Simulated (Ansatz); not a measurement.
**LiBr: from a first guess to the relaxed rocksalt type**

First guess:

```xyz
2
Lattice="0.0000 2.4573 2.4573 2.4573 0.0000 2.4573 2.4573 2.4573 0.0000" Properties=species:S:1:pos:R:3 pbc="T T T"
Li    0.0000    0.0000    0.0000
Br    2.4573    2.4573    2.4573
```

Method: DFT, PBE, PAW with Ansatz's default frozen-core files, scalar-relativistic in Ansatz 0.2.0.

Cell and atoms relax within the symmetry of the start on a 12×12×12 k mesh with 0.08 eV Fermi–Dirac smearing.

The start is built from a prototype, known or not as a phase of this compound; the cutoff is 420 eV.

(1) What is the pressure of the first guess?

(2) What does it relax to?

(3) How much energy does the relaxation release?

Results:

(1) 18.72 GPa.

(2) a = 5.510 Å, b = 5.510 Å, c = 5.510 Å, α = 90.00°, β = 90.00°, γ = 90.00° (conventional cell), 20.91 Å³ per atom:
```xyz
2
Lattice="0.0000 2.7548 2.7548 2.7548 0.0000 2.7548 2.7548 2.7548 0.0000" Properties=species:S:1:pos:R:3 pbc="T T T"
Li    0.0000    0.0000    0.0000
Br    2.7548    2.7548    2.7548
```

(3) 262 meV/atom.
